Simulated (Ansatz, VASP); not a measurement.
## TaN in VASP and in Ansatz

The input POSCAR:

```
TaN
1.0
    0.0000000000      2.2113230000      2.2113230000
    2.2113230000      0.0000000000      2.2113230000
    2.2113230000      2.2113230000      0.0000000000
Ta N
1 1
Direct
    0.5000000000      0.5000000000      0.5000000000
    0.0000000000      0.0000000000      0.0000000000
```

The input INCAR.step1:

```
SYSTEM = TaN
PREC = Accurate ; ENCUT = 520
ISMEAR = -1 ; SIGMA = 0.05
LREAL = .False. ; LASPH = .True.
NELM = 150 ; LMAXMIX = 4
LDAU = .True. ; LDAUTYPE = 2
LDAUL = 2 -1 ; LDAUU = 4 0
LDAUJ = 0 0 ; NBANDS = 15
GGA = PE ; ALGO = Normal
EDIFF = 1E-4 ; LWAVE = .True.
LCHARG = .False.
```

The input INCAR.step2:

```
SYSTEM = TaN
PREC = Accurate ; ENCUT = 520
EDIFF = 1E-6 ; ISMEAR = -1
SIGMA = 0.05 ; LREAL = .False.
LASPH = .True. ; NELM = 150
ALGO = Normal ; ISIF = 2
LWAVE = .False. ; LCHARG = .False.
LMAXMIX = 4 ; LDAU = .True.
LDAUTYPE = 2 ; LDAUL = 2 -1
LDAUU = 4 0 ; LDAUJ = 0 0
LDAUPRINT = 1 ; METAGGA = R2SCAN
LMIXTAU = .True. ; NBANDS = 15
ISTART = 1
```

File KPOINTS:

```
Automatic mesh
0
Gamma
  10 10 10
  0 0 0
```

The input input.yaml:

```yaml
crystal:
  lattice:
    - [0.0, 2.211323, 2.211323]
    - [2.211323, 0.0, 2.211323]
    - [2.211323, 2.211323, 0.0]
  atoms:
    - { symbol: Ta, position: [0.5, 0.5, 0.5] }
    - { symbol: "N", position: [0.0, 0.0, 0.0] }
hamiltonian:
  xc: r2scan
  pseudopotentials: { kind: paw }
  hubbard: { sites: [{ species: Ta, l: d, u_eff: 4.0 }] }
kpoints:
  mp_grid: { grid: [10, 10, 10] }
scf:
  occupations: { method: fermi_dirac, width: 0.05 }
  n_extra_bands: 6
output:
  forces: true
  stress: true
  eigenvalues: true
  dos: { projected: true, de: 0.05, nscf_kmesh: { grid: [15, 15, 15] } }
```

The cell comes from a database or a generator and needn't be the stable form of this composition.

Alike in both runs: functional r2SCAN; k mesh 10 × 10 × 10; occupations fermi-dirac, width 0.05 eV; no spin polarisation; Hubbard terms Ta d U = 4.0 eV.

```csv
,VASP,Ansatz
version,VASP 6.6.1,Ansatz 0.2.0
potentials or method,"VASP PAW PBE potentials, release 64 (Ta_pv, N)",Ansatz PAW
plane-wave cutoff (eV),520,500
valence electrons in the cell,16,18
task,single point,projected density of states
```

VASP gave:

```
gap on the k mesh at the Fermi level (eV) : none
pressure (GPa)                            : 7.5
```

**Question.** What did Ansatz give for the same quantities?

**Answer.** gap on the k mesh at the Fermi level (eV): none; pressure (GPa): -2.4.

The programs project onto different local orbitals, so the same U acts differently. A gap of «none» marks a metal or a gap that the smearing closes. The two sets of potentials don't hold the same shells in valence.

Caveats: U without spin polarisation on a metal has little footing; the PAW data sets were made with another functional, which shifts forces and pressure a little (VASP); the PAW data sets come from PBE, with cores solved anew for the run's functional, which leaves a small shift of forces and pressure (Ansatz); the density of states is complete only up to the lowest level of the last band computed (Ansatz). The runs have no spin-orbit coupling, so splittings on Ta are missing.
